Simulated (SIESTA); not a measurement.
Crystal: ZnS (Wurtzite-4H).

```
CELL_PARAMETERS angstrom
3.82270 0.00000 0.00000
-1.91135 3.31056 0.00000
0.00000 0.00000 12.52000
ATOMIC_POSITIONS crystal
Zn 0.66667 0.33333 0.75000
Zn 0.33333 0.66667 0.25000
Zn 0.00000 0.00000 0.50000
Zn 0.00000 0.00000 0.00000
S 0.66667 0.33333 0.93750
S 0.33333 0.66667 0.43750
S 0.00000 0.00000 0.68750
S 0.00000 0.00000 0.18750
```

- Program: SIESTA 5.4.2
- Task: relaxation of cell and atoms
- Functional: OLYP
- Potentials or basis: PseudoDojo 0.4 standard (PBE files)
- Basis: DZP (energy shift 0.002 Ry)
- Grid cutoff: 800 Ry
- Energy shift: 0.002 Ry
- k mesh: 6 × 6 × 2
- Occupations: fermi-dirac, width 0.05 eV
- Spin: no spin polarisation

At the start: pressure 5.3 GPa; volume 19.81 Å³/atom.

Question: How do energy, volume and symmetry change on relaxing?

Answer: Over 13 steps the energy falls by 23.8 meV/atom and the volume is 21.35 Å³/atom (+7.8 %); space group P6_3mc (No. 186, to 0.05 Å).

The path:
```tsv
step	energy change (eV)	largest force (eV/Å)	pressure (GPa)	volume (Å³)
1	0.0000	0.0193	5.33	158.44
2	-0.0182	0.0174	5.03	159.00
3	-0.1880	0.0426	0.42	169.66
4	-0.1897	0.0398	0.06	170.74
5	-0.1898	0.0332	-0.01	170.95
6	-0.1899	0.0210	-0.05	171.07
7	-0.1900	0.0024	-0.05	171.08
8	-0.1900	0.0040	-0.02	170.99
9	-0.1901	0.0073	0.00	170.91
10	-0.1901	0.0087	0.02	170.85
11	-0.1901	0.0094	0.05	170.77
12	-0.1902	0.0109	0.06	170.75
13	-0.1903	0.0097	0.03	170.82
```

Final structure:
```
Zn S
1.0
     3.92740   -0.00042    0.00000
    -1.96407    3.40102    0.00000
     0.00000    0.00000   12.78935
Zn S
4 4
Direct
  0.66667 0.33333 0.74984
  0.33333 0.66667 0.24984
  0.00001 0.99999 0.49958
  0.99999 0.00001 0.99958
  0.66669 0.33331 0.93787
  0.33331 0.66669 0.43787
  0.99998 0.00002 0.68771
  0.00002 0.99998 0.18771
```

Caveat: semicore shells carry a single zeta, which can move pressures by several GPa and volumes by a few percent; the potentials were made for another functional, which shifts forces and pressure; the basis of atomic orbitals isn't converged, which shifts pressures, moduli and gaps.
